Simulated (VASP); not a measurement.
# Ge in VASP: notebook

One slab, Ge, is run at these levels: PBEsol; tasks: single point, relaxation of the atoms.

Program: VASP 6.6.1. These are calculated values, not measurements. Logs are shortened: lines on timing, memory, paths and dates and some standing lists are left out, and cuts for length are marked.

## 1. The slab as given

The cell holds a slab with vacuum, 8 atoms: a = 4.012 Å, b = 4.012 Å, c = 25.647 Å, α = 90.00°, β = 90.00°, γ = 120.00°.

The slab is cut from a database's or a generator's crystal, which needn't be the stable form of the element.

## 2. Single point, PBEsol

INCAR reads:

```
SYSTEM = Ge
ALGO = Normal
DIPOL = 0.5 0.5 0.500
EDIFF = 1E-6
ENCUT = 520
GGA = PS
ICORELEVEL = 1
IDIPOL = 3
ISIF = 2
ISMEAR = 0
KPAR = 2
LASPH = .TRUE.
LCHARG = .FALSE.
LDIPOL = .TRUE.
LREAL = .FALSE.
LVACPOTAV = .TRUE.
LVHAR = .TRUE.
LWAVE = .FALSE.
NELM = 80
PREC = Accurate
SIGMA = 0.03
```

KPOINTS reads:

```
k-points
0
G
  9 9 1
  0 0 0
```

POSCAR reads:

```
Ge
1.0
    4.0121281200      0.0000000000      0.0000000000
   -2.0060640600      3.4746048700      0.0000000000
    0.0000000000      0.0000000000     25.6466389000
Ge
8
Direct
    0.0000000000      0.0000000000      0.2924359800
    0.6666666700      0.3333333300      0.3243689100
    0.6666666700      0.3333333300      0.4201676800
    0.3333333300      0.6666666700      0.4521006100
    0.3333333300      0.6666666700      0.5478993900
    0.0000000000      0.0000000000      0.5798323200
    0.0000000000      0.0000000000      0.6756310900
    0.6666666700      0.3333333300      0.7075640200
```

Potentials or basis: VASP PAW PBE potentials, release 64 (Ge_d).

Launch:

```sh
cat potpaw_PBE.64/Ge_d/POTCAR > POTCAR
mpirun -np 2 vasp_std > vasp.out
```

OUTCAR:

```text
SYSTEM = Ge
   EDIFF = 1E-6
   ENCUT = 520
   GGA = PS
   ISIF = 2
   ISMEAR = 0
   LASPH = .TRUE.
   LREAL = .FALSE.
   NELM = 80
   PREC = Accurate

 ion  position               nearest neighbor table
   1  0.000  0.000  0.292-   2 2.46   2 2.46   2 2.46
   2  0.667  0.333  0.324-   3 2.46   1 2.46   1 2.46   1 2.46
   3  0.667  0.333  0.420-   2 2.46   4 2.46   4 2.46   4 2.46
   4  0.333  0.667  0.452-   3 2.46   3 2.46   5 2.46   3 2.46
   5  0.333  0.667  0.548-   6 2.46   6 2.46   6 2.46   4 2.46
   6  0.000  0.000  0.580-   7 2.46   5 2.46   5 2.46   5 2.46
   7  0.000  0.000  0.676-   6 2.46   8 2.46   8 2.46   8 2.46
   8  0.667  0.333  0.708-   7 2.46   7 2.46   7 2.46

  LATTYP: Found a hexagonal cell.
 ALAT       =     4.0121281200
 C/A-ratio  =     6.3922781459

  Lattice vectors:

 A1 = (   4.0121281200,   0.0000000000,   0.0000000000)
 A2 = (  -2.0060640600,   3.4746048700,   0.0000000000)
 A3 = (   0.0000000000,   0.0000000000,  25.6466389000)

Analysis of symmetry for initial positions (statically):
=====================================================================
 Subroutine PRICEL returns:
 Original cell was already a primitive cell.

 Routine SETGRP: Setting up the symmetry group for a
 hexagonal supercell.

 Subroutine GETGRP returns: Found 12 space group operations
 (whereof  6 operations were pure point group operations)
 out of a pool of 24 trial point group operations.

The static configuration has the point symmetry C_3v.
 The point group associated with its full space group is D_3d.

Analysis of symmetry for dynamics (positions and initial velocities):
=====================================================================
 Subroutine PRICEL returns:
 Original cell was already a primitive cell.

 Routine SETGRP: Setting up the symmetry group for a
 hexagonal supercell.

 Subroutine GETGRP returns: Found 12 space group operations
 (whereof  6 operations were pure point group operations)
 out of a pool of 24 trial point group operations.

The dynamic configuration has the point symmetry C_3v.
 The point group associated with its full space group is D_3d.

 Subroutine INISYM returns: Found 12 space group operations
 (whereof  6 operations are pure point group operations),
 and found     1 'primitive' translations

[... 109 lines left out ...]
   EFERMI_NEDOS =   21; number of points for ismear=-14 and -15
   IALGO  =     38    algorithm
   IMIX   =      4    mixing-type and parameters
     AMIX     =   0.40;   BMIX     =  1.00
     AMIX_MAG =   1.60;   BMIX_MAG =  1.00
  volume/ion in A,a.u.               =      44.69       301.59
  Fermi-wavevector in a.u.,A,eV,Ry     =   1.111844  2.101081 16.819489  1.236198
  Thomas-Fermi vector in A             =   2.248412
   LORBIT       =      0    0 simple, 1 ext, 2 COOP (PROOUT), +10 PAW based schemes
   GGA     = PS    functional components
   LHFCALC =     F    Hartree Fock is set to
   AEXX    =    0.0000 exact exchange contribution
   IVDW    =     0    specifies the selected vdW correction
   LEPSILON=     F    determine dielectric tensor
   LRPA    =     F    only Hartree local field effects (RPA)
 non-spin polarized calculation
 Gauss-broadening in eV      SIGMA  =   0.03
  energy-cutoff  :      520.00
  volume of cell :      357.53
 maximum number of plane-waves:      9713
 NGX is ok and might be reduce to    30
   NGX = 15   NGY = 15   NGZ = 95

 dipolmoment           0.000000      0.000000      0.000000 electrons x Angstroem

 number of electron     112.0000139 magnetization

 dipolmoment           0.000000      0.000000     -0.000000 electrons x Angstroem

 Free energy of the ion-electron system (eV)
  ---------------------------------------------------
  ext. energy  EPLUGINS =         0.00000000
  ---------------------------------------------------
  free energy    TOTEN  =       -37.34038011 eV

  energy without entropy =      -37.33438549  energy(sigma->0) =      -37.33738280

 the core state eigenenergies are
   1-  1s -10954.6813  2s  -1366.4776  2p  -1193.3445  3s   -163.3088  3p   -110.4360

   2-  1s -10954.7698  2s  -1366.5825  2p  -1193.4466  3s   -163.4293  3p   -110.5564

   3-  1s -10955.0051  2s  -1366.8174  2p  -1193.6816  3s   -163.6659  3p   -110.7933
[... 7 lines left out ...]
   7-  1s -10954.7698  2s  -1366.5825  2p  -1193.4466  3s   -163.4293  3p   -110.5564

   8-  1s -10954.6814  2s  -1366.4776  2p  -1193.3445  3s   -163.3088  3p   -110.4360

 E-fermi :  -0.0686     XC(G=0):  -5.6971

 val. band max:       -0.0776649845   @ k =   0.1111  -0.0000   0.0000
 cond. band min:      -0.0647920822   @ k =   0.3333   0.2222   0.0000
 fundamental gap:      0.0128729023
 Fermi energy:        -0.0686029622

 k-point     1 :       0.0000    0.0000    0.0000
  band No.  band energies     occupation
      1     -24.6284      2.00000
      2     -24.6284      2.00000
      3     -24.6163      2.00000
      4     -24.6163      2.00000
      5     -24.6102      2.00000
      6     -24.5639      2.00000
[... 829 lines left out ...]
     66       6.0157      0.00000
     67       6.0395      0.00000

------------------------ aborting loop because EDIFF is reached ----------------------------------------

  FORCE on cell =-STRESS in cart. coord.  units (eV):
  Direction    XX          YY          ZZ          XY          YZ          ZX
  --------------------------------------------------------------------------------------
  -------------------------------------------------------------------------------------
  Total       -0.2246789     -0.2246789      1.5098018     -0.0000000      0.0000000      0.0000000
  in kB       -1.0068442     -1.0068442      6.7658106     -0.0000000      0.0000000      0.0000000
  external PRESSURE =       1.5840407 kB  Pullay stress =       0.0000000 kB

 VOLUME and BASIS-vectors are now :
 -----------------------------------------------------------------------------
  energy-cutoff  :      520.00
  volume of cell :      357.53
      direct lattice vectors                 reciprocal lattice vectors
     4.012128120  0.000000000  0.000000000     0.249244284  0.143901255  0.000000000
    -2.006064060  3.474604870  0.000000000     0.000000000  0.287802509  0.000000000
     0.000000000  0.000000000 25.646638900     0.000000000  0.000000000  0.038991464

 POSITION                                       TOTAL-FORCE (eV/Angst)
 -----------------------------------------------------------------------------------
      0.00000      0.00000      7.50000         0.000000     -0.000000      0.125493
      2.00606      1.15820      8.31897         0.000000      0.000000     -0.407331
      2.00606      1.15820     10.77589         0.000000     -0.000000      0.251839
     -0.00000      2.31640     11.59486        -0.000000      0.000000     -0.099823
     -0.00000      2.31640     14.05178         0.000000     -0.000000      0.099823
      0.00000      0.00000     14.87075        -0.000000      0.000000     -0.251839
      0.00000      0.00000     17.32767        -0.000000     -0.000000      0.407331
      2.00606      1.15820     18.14664        -0.000000      0.000000     -0.125493
 -----------------------------------------------------------------------------------
    total drift:                               -0.000010      0.000006      0.000015

  FREE ENERGIE OF THE ION-ELECTRON SYSTEM (eV)
  ---------------------------------------------------
  free  energy   TOTEN  =       -37.3403801107 eV

  energy  without entropy=      -37.3343854901  energy(sigma->0) =      -37.33738280

 vacuum level on the upper side and lower side of the slab         4.679         4.679
```

OSZICAR:

```text
N       E                     dE             d eps       ncg     rms          rms(c)
DAV:   1     0.133022268397E+04    0.13302E+04   -0.56253E+04  2004   0.356E+03
DAV:   2     0.219891172997E+03   -0.11103E+04   -0.10733E+04  1664   0.983E+02
DAV:   3    -0.157137730618E+02   -0.23560E+03   -0.22958E+03  2071   0.247E+02
[... 16 lines left out ...]
DAV:  20    -0.373403589842E+02   -0.44325E-04   -0.34504E-06  1231   0.256E-02    0.765E-04
DAV:  21    -0.373403727320E+02   -0.13748E-04   -0.16959E-06  1220   0.705E-03    0.401E-04
DAV:  22    -0.373403782261E+02   -0.54942E-05   -0.58930E-07  1170   0.975E-03    0.201E-04
DAV:  23    -0.373403799062E+02   -0.16801E-05   -0.15223E-07  1094   0.508E-03    0.120E-04
DAV:  24    -0.373403801107E+02   -0.20443E-06   -0.62391E-08  1008   0.443E-03
   1 F= -.37340380E+02 E0= -.37337383E+02  d E =-.599462E-02
```

It took 3.6 min on 2 MPI ranks of Intel Xeon Platinum 8488C (Sapphire Rapids), shared host; peak memory 0.51 GiB.

What came out:

```
Free energy                     : -37.3404 eV
Largest force                   : 0.407 eV/Å
Band gap on the k mesh          : none (metal or under the smearing width)
Work function of the upper face : 4.75 eV
Work function of the lower face : 4.75 eV
```

Forces on the atoms (eV/Å):
```
Ge   0.000  0.000  0.125
Ge   0.000  0.000 -0.407
Ge   0.000  0.000  0.252
Ge   0.000  0.000 -0.100
Ge   0.000  0.000  0.100
Ge   0.000  0.000 -0.252
Ge   0.000  0.000  0.407
Ge   0.000  0.000 -0.125
```

Core levels (eV, on the scale of the bands):
| atom | levels |
| --- | --- |
| 1 Ge | 1s -10954.7, 2s -1366.5, 2p -1193.3, 3s -163.3, 3p -110.4 |
| 2 Ge | 1s -10954.8, 2s -1366.6, 2p -1193.4, 3s -163.4, 3p -110.6 |
| 3 Ge | 1s -10955.0, 2s -1366.8, 2p -1193.7, 3s -163.7, 3p -110.8 |
| 4 Ge | 1s -10955.0, 2s -1366.8, 2p -1193.7, 3s -163.6, 3p -110.8 |
| 5 Ge | 1s -10955.0, 2s -1366.8, 2p -1193.7, 3s -163.6, 3p -110.8 |
| 6 Ge | 1s -10955.0, 2s -1366.8, 2p -1193.7, 3s -163.7, 3p -110.8 |

Caveat: the PAW data sets were made with another functional, which shifts forces and pressure a little.

## 3. Relaxation of the atoms, PBEsol

INCAR reads:

```
SYSTEM = Ge
PREC     = Accurate       ! precision mode
ENCUT    = 520            ! plane-wave cutoff, eV
EDIFF    = 1E-6           ! SCF threshold, eV
ISMEAR   = 0              ! smearing method
SIGMA    = 0.03           ! smearing width, eV
LREAL    = .FALSE.        ! projectors in reciprocal space
LASPH    = .TRUE.         ! aspherical terms in the spheres
NELM     = 80             ! most SCF steps
ALGO     = Normal         ! electronic algorithm
ISIF     = 2              ! what is computed and relaxed
LWAVE    = .FALSE.        ! write WAVECAR
LCHARG   = .FALSE.        ! write CHGCAR
LDIPOL   = .TRUE.       
IDIPOL   = 3            
DIPOL    = 0.5 0.5 0.500
GGA      = PS             ! functional
IBRION   = 2              ! ionic algorithm
NSW      = 80             ! ionic steps
EDIFFG   = -0.02          ! ionic threshold
KPAR     = 2
```

KPOINTS reads:

```
regular mesh
0
G
  9 9 1
  0 0 0
```

POSCAR is that of step 2.

Potentials or basis: VASP PAW PBE potentials, release 64 (Ge_d).

Launch:

```sh
cat potpaw_PBE.64/Ge_d/POTCAR > POTCAR
mpirun -np 2 vasp_std > vasp.out
```

Wall time 18 min (2 MPI ranks of Intel Xeon Platinum 8488C (Sapphire Rapids), shared host); peak memory 0.54 GiB.

Results (log left out):

```
Free energy                  : -37.3652 eV
Energy gained by relaxing    : 3.1 meV/atom
Ionic steps                  : 14
Largest force after relaxing : 0.018 eV/Å
Band gap on the k mesh       : none (metal or under the smearing width)
```

Forces on the atoms (eV/Å):
```
Ge   0.000  0.000 -0.004
Ge   0.000  0.000  0.018
Ge   0.000  0.000 -0.015
Ge   0.000  0.000  0.009
Ge   0.000  0.000 -0.009
Ge   0.000  0.000  0.015
Ge   0.000  0.000 -0.018
Ge   0.000  0.000  0.004
```

Step by step:
```csv
step,energy change (eV),largest force (eV/Å),pressure (GPa)
1,0.0000,0.4073,0.16
2,-0.0181,0.1924,0.17
3,-0.0210,0.0771,0.18
4,-0.0211,0.0708,0.18
5,-0.0219,0.0479,0.18
6,-0.0224,0.0460,0.18
7,-0.0224,0.0591,0.18
8,-0.0230,0.0431,0.17
9,-0.0231,0.0461,0.15
10,-0.0233,0.0525,0.14
11,-0.0238,0.0404,0.12
12,-0.0247,0.0323,0.05
13,-0.0247,0.0349,0.02
14,-0.0248,0.0180,0.01
```

Final structure:
```
Ge
1.0
     4.01213    0.00000    0.00000
    -2.00606    3.47460    0.00000
     0.00000    0.00000   25.64664
Ge
8
Cartesian
  2.0061 3.4746 7.4724
  2.0061 1.1582 8.2476
  2.0061 1.1582 10.7692
  0.0000 2.3164 11.5788
  0.0000 2.3164 14.0678
  0.0000 0.0000 14.8775
  -2.0061 3.4746 17.3990
  2.0061 1.1582 18.1742
```

Levels at points of the mesh, in eV from the Fermi level:
| k point | band 54 | band 55 | band 56 | band 57 | band 58 | band 59 |
| --- | --- | --- | --- | --- | --- | --- |
| (0.00, 0.00, 0.00) | -0.18 | 0.13 | 0.13 | 0.44 | 0.74 | 1.01 |

Caveat: the PAW data sets were made with another functional, which shifts forces and pressure a little.

## 4. Single point, PBEsol

INCAR reads:

```
SYSTEM = Ge
ALGO = Normal
DIPOL = 0.5 0.5 0.500
EDIFF = 1E-6
ENCUT = 520
GGA = PS
ICORELEVEL = 1
IDIPOL = 3
ISIF = 2
ISMEAR = 0
KPAR = 2
LASPH = .TRUE.
LCHARG = .FALSE.
LDIPOL = .TRUE.
LREAL = .FALSE.
LVACPOTAV = .TRUE.
LVHAR = .TRUE.
LWAVE = .FALSE.
NELM = 80
PREC = Accurate
SIGMA = 0.03
```

KPOINTS reads:

```
k-points
0
G
  9 9 1
  0 0 0
```

POSCAR reads:

```
Ge                                      
1.0
    4.0121281200      0.0000000000      0.0000000000
   -2.0060640600      3.4746048700      0.0000000000
    0.0000000000      0.0000000000     25.6466389000
  Ge            
     8
Direct
     1.0000000000000000    1.0000000000000000    0.2913612913631708
     0.6666666699999979    0.3333333300000021    0.3215879401181063
     0.6666666699999979    0.3333333300000021    0.4199056725558818
     0.3333333300000021    0.6666666699999979    0.4514744920039565
     0.3333333300000021    0.6666666699999979    0.5485255079960438
     0.0000000000000000    0.0000000000000000    0.5800943274441178
     0.0000000000000000    1.0000000000000000    0.6784120598818937
     0.6666666699999979    0.3333333300000021    0.7086387086368290
```

Launch:

```sh
cat potpaw_PBE.64/Ge_d/POTCAR > POTCAR
mpirun -np 2 vasp_std > vasp.out
```

It took 3.5 min on 2 MPI ranks of Intel Xeon Platinum 8488C (Sapphire Rapids), shared host; peak memory 0.5 GiB.

The run converged. Its results:

```
Free energy                     : -37.3652 eV
Largest force                   : 0.014 eV/Å
Band gap on the k mesh          : none (metal or under the smearing width)
Work function of the upper face : 4.73 eV
Work function of the lower face : 4.73 eV
```

Forces in eV/Å, atoms in the order of the input:
```
Ge   0.000  0.000 -0.007
Ge   0.000  0.000  0.014
Ge   0.000  0.000 -0.013
Ge   0.000  0.000  0.009
Ge   0.000  0.000 -0.009
Ge   0.000  0.000  0.013
Ge   0.000  0.000 -0.014
Ge   0.000  0.000  0.007
```

Levels at points of the mesh, in eV from the Fermi level:
| k point | band 52 | band 53 | band 54 | band 55 | band 56 | band 57 | band 58 | band 59 | band 60 | band 61 |
| --- | --- | --- | --- | --- | --- | --- | --- | --- | --- | --- |
| (0.00, 0.00, 0.00) | -0.60 | -0.18 | -0.18 | 0.13 | 0.13 | 0.44 | 0.74 | 1.01 | 1.20 | 1.34 |

Core levels (eV, on the scale of the bands):
```tsv
atom	levels
1 Ge	1s -10954.7, 2s -1366.5, 2p -1193.4, 3s -163.3, 3p -110.5
2 Ge	1s -10954.8, 2s -1366.6, 2p -1193.5, 3s -163.5, 3p -110.6
3 Ge	1s -10955.0, 2s -1366.8, 2p -1193.6, 3s -163.6, 3p -110.7
4 Ge	1s -10954.9, 2s -1366.8, 2p -1193.6, 3s -163.6, 3p -110.7
5 Ge	1s -10954.9, 2s -1366.8, 2p -1193.6, 3s -163.6, 3p -110.7
6 Ge	1s -10955.0, 2s -1366.8, 2p -1193.6, 3s -163.6, 3p -110.7
```

Caveat: the PAW data sets were made with another functional, which shifts forces and pressure a little.
